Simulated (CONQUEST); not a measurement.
Runs of CONQUEST 1.3 on PtSe2 (Sudovikovite). Symmetry: P-3m1, No. 164, trigonal system. Conventional cell: a = 3.724 Å, b = 3.724 Å, c = 5.062 Å, α = 90.00°, β = 90.00°, γ = 120.00°. Around Pt (site symmetry -3m) lie 6 Se at 2.49 Å. Se (site symmetry 3m) has 3 Pt at 2.49 Å as nearest neighbours. 

```tsv
task	level	potentials or basis	spin	smearing	other keys	moment (μB)	V0 of scaled cells (Å³/atom)	B0 (GPa)
equation of state	LDA	PseudoDojo NC LDA, DZP, grid of 36 × 48 × 64 points	off	fermi-dirac 0.05 eV	-	-	(a)	134
single point	LDA-VWN	PseudoDojo NC LDA, SZP, grid cutoff 100 Ha	collinear, antiferromagnetic start	methfessel-paxton of order 1 0.01 eV	General.NeutralAtomProjector = T	0.00	-	-
band structure	LDA-VWN	PseudoDojo NC LDA, SZP, grid cutoff 100 Ha	collinear, antiferromagnetic start	methfessel-paxton of order 1 0.01 eV	General.NeutralAtomProjector = T	0.00	-	-
equation of state	PBEsol	PseudoDojo NC PBEsol, DZP, grid of 36 × 48 × 64 points	off	fermi-dirac 0.05 eV	-	-	21.12	128
```

Alike in all rows: cell as given; k mesh 7 × 5 × 4.

Fill in the values left out.

(a) 20.76.

Caveats: the basis of atomic orbitals isn't converged, which shifts pressures, moduli and gaps; the DZP basis gives volumes some 2 % larger than converged bases do, and moduli off by several per cent (some runs); the cell was scaled at fixed shape and fractional positions, which overstates the stiffness of a crystal with free parameters, most of all of layers and chains (some runs); the atomic basis is small (some runs); forces of over 1 eV/Å show positions far from the minimum, so gaps and moduli don't describe the material at rest (some runs); the box holds several primitive cells, so bands are folded and the points are those of the box's own zone (some runs).

Runs at the PBE level aren't shown here.
